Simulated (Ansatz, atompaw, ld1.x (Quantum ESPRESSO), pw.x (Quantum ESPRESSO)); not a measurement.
## Which In potential is closest to all-electron in the fcc crystal?

All use PBE, scalar-relativistic, no spin, cutoffs from each file’s atomic test, pw.x 7.5; 12³ k-points, Fermi–Dirac smearing 0.01 Ry. Δ is the rms difference from all-electron LAPW of the E(V) curves that follow from fits to the pressures, over ±6 % in volume. Mesh and smearing are coarse and serve the comparison alone. The files are a selection: those with a ghost or negative overlap were mostly not run, and those with noisy or unconverged pressures or nearly equal Δ are left out.

All-electron: a0 = 4.791 Å (V0 = 27.50 Å³/atom), B0 = 34.9 GPa.

(1) Rank them by Δ, smallest first.
A. PAW, ld1.x (Quantum ESPRESSO) 7.5, PBE; core [Ar] 3d10, reference 4s2 4p6 4d10 5s2 5p1; waves: 4s (bound): rcut 1.20, rcutus 1.25 bohr; 5s (bound): rcut 1.20, rcutus 1.25 bohr; 4p (bound): rcut 1.65, rcutus 1.85 bohr; 5p (bound): rcut 1.65, rcutus 1.85 bohr; 4d (bound): rcut 1.25, rcutus 1.70 bohr; 4d channel at -0.75 Ry: rcut 1.25, rcutus 1.70 bohr; local part: all-electron potential smoothed inside 1.20 bohr (lloc = -1); core correction: Bessel-smoothed model core inside 0.80 bohr; augmentation: BESSEL, radius 0.95 bohr.
B. PAW, atompaw 4.2.0.5, PBE; core [Kr] 4d10, reference 5s1.75 5p1.25; waves: 5s (bound): rc 2.95 bohr; 5s channel at -0.1 Ry: rc 2.95 bohr; 5p (bound): rc 2.65 bohr; 5p channel at 0.15 Ry: rc 2.65 bohr; 5d channel at 0.05 Ry: rc 2.95 bohr; 5d channel at 1.65 Ry: rc 2.95 bohr; local part: bessel scheme, radius 1.95 bohr; core correction: smooth core density matched at 1.80 bohr; augmentation: besselshape compensation charge, radius 2.25 bohr; PAW radius 2.95 bohr; waves and projectors: custom rrkj vanderbiltortho.
C. PAW, atompaw 4.2.0.5, PBE; core [Kr] 4d10, reference 5s2 5p1; waves: 5s (bound); 5s channel at 0.7 Ry; 5p (bound); 5p channel at 5.2 Ry; 5d channel at 0.2 Ry; local part: troulliermartins scheme with l = 3 at 0 Ry, radius 2.85 bohr; core correction: smooth core density matched at 1.65 bohr; augmentation: sinc compensation charge, radius 2.75 bohr; PAW radius 3.00 bohr; waves and projectors: bloechl.

## Answers

(1) B (1.1 meV/atom), A (4.1 meV/atom), C (7.1 meV/atom).
